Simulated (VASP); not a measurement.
Set up this calculation in VASP 6.6.1, as an ASE script.

```
Task                   : single point
Functional             : LDA
Potentials or basis    : VASP PAW LDA potentials, release 54 (Ta_pv, N)
Cutoff                 : 520 eV
k mesh                 : 10 × 10 × 6
Occupations            : gaussian, width 0.05 eV
Spin                   : no spin polarisation
Further INCAR settings : ALGO = Normal; EDIFF = 1.00e-06
```

The structure of Ta2N lies in Ta2N.cif:

```cif
data_Ta2N
_cell_length_a 3.11286151
_cell_length_b 3.11286151
_cell_length_c 4.86984100
_cell_angle_alpha 90.00000000
_cell_angle_beta 90.00000000
_cell_angle_gamma 120.00000000
_space_group_name_H-M_alt 'P1'
_space_group_name_Hall 'P 1'
_space_group_IT_number 1
loop_
_space_group_symop_operation_xyz
'x,y,z'
loop_
_atom_site_label
_atom_site_type_symbol
_atom_site_symmetry_multiplicity
_atom_site_Wyckoff_symbol
_atom_site_fract_x
_atom_site_fract_y
_atom_site_fract_z
_atom_site_occupancy
Ta1 Ta 1 a 0.3333333333 0.6666666667 0.2547110000 1
Ta2 Ta 1 a 0.6666666667 0.3333333333 0.7452890000 1
N1 N 1 a 0.0000000000 0.0000000000 0.0000000000 1
```

The cell comes from a database or a generator and needn't be the stable form of this composition.

These files were run (other wordings do the same):

run.py

```python
from ase.calculators.vasp import Vasp
from ase.dft.bandgap import bandgap
from ase.io import read

atoms = read('Ta2N.cif')
calc = Vasp(
    directory='calc',
    xc='lda',
    pp='LDA',
    setups='recommended',
    pp_version='54',
    prec='Accurate',
    encut=520,
    ediff=1e-06,
    ismear=0,
    sigma=0.05,
    lreal=False,
    lasph=True,
    nelm=80,
    algo='Normal',
    isif=2,
    lwave=False,
    lcharg=True,
    lelf=True,
    lvhar=True,
    kpts=[10, 10, 6],
    gamma=True,
)
atoms.calc = calc

print('energy (eV):', atoms.get_potential_energy())
print('free energy (eV):', atoms.get_potential_energy(force_consistent=True))
print('forces (eV/A):')
print(atoms.get_forces())
print('stress (eV/A^3, Voigt):', atoms.get_stress())
print('Fermi level (eV):', calc.get_fermi_level())
gap, top, bottom = bandgap(calc)
print('band gap (eV):', gap, 'from (spin, k, band)', top, 'to', bottom)
```

Potentials or basis: VASP PAW LDA potentials, release 54 (Ta_pv, N).

The run is started by

```sh
$ python run.py
```

It gave:

| Property | Result |
| --- | --- |
| Pressure | -13.3 GPa |
| Largest force | 0.398 eV/Å |
| Band gap on the k mesh | none (metal or under the smearing width) |

Run time: 35 s on 1 thread of Intel(R) Xeon(R) Platinum 8488C (Sapphire Rapids), with other jobs on the host, peak memory 0.16 GiB.
